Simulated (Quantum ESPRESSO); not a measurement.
Crystal: ZnAu.

```xyz
2
Lattice="3.1470 0.0000 0.0000 0.0000 3.1470 0.0000 0.0000 0.0000 3.1470" Properties=species:S:1:pos:R:3 pbc="T T T"
Au    0.0000    0.0000    0.0000
Zn    1.5735    1.5735    1.5735
```

| Property | Result |
| --- | --- |
| Program | Quantum ESPRESSO 7.5 |
| Task | single point |
| Functional | PBEsol |
| Potentials or basis | GBRV 1.5 PBEsol |
| Cutoff | 762 eV |
| Density cutoff | 6095 eV |
| k mesh | 8 × 8 × 8 |
| Occupations | fermi-dirac, width 0.05 eV |
| Spin | no spin polarisation |

On this cell: pressure -2.4 GPa; largest force zero by symmetry; band gap on the k mesh none (metal or under the smearing width).

The same run follows on a disturbed copy (atoms moved at random, drawn with an rms of 0.05 Å):

```
Au Zn
1.0
     3.14700    0.00000    0.00000
     0.00000    3.14700    0.00000
     0.00000    0.00000    3.14700
Au Zn
1 1
Cartesian
  0.0140 -0.0095 -0.0333
  1.5268 1.6221 1.5812
```

Problem. What changes?

Solution. The energy (extrapolated to zero smearing) moves by +7.6 meV/atom; pressure -2.0 GPa; largest force 0.332 eV/Å; band gap on the k mesh none (metal or under the smearing width).

Forces on the atoms (eV/Å):
```
Au  -0.215  0.206  0.147
Zn   0.215 -0.206 -0.147
```

Stress tensor (GPa, compression positive):
```
-1.99 -0.34 -0.24
-0.34 -1.98  0.23
-0.24  0.23 -1.91
```
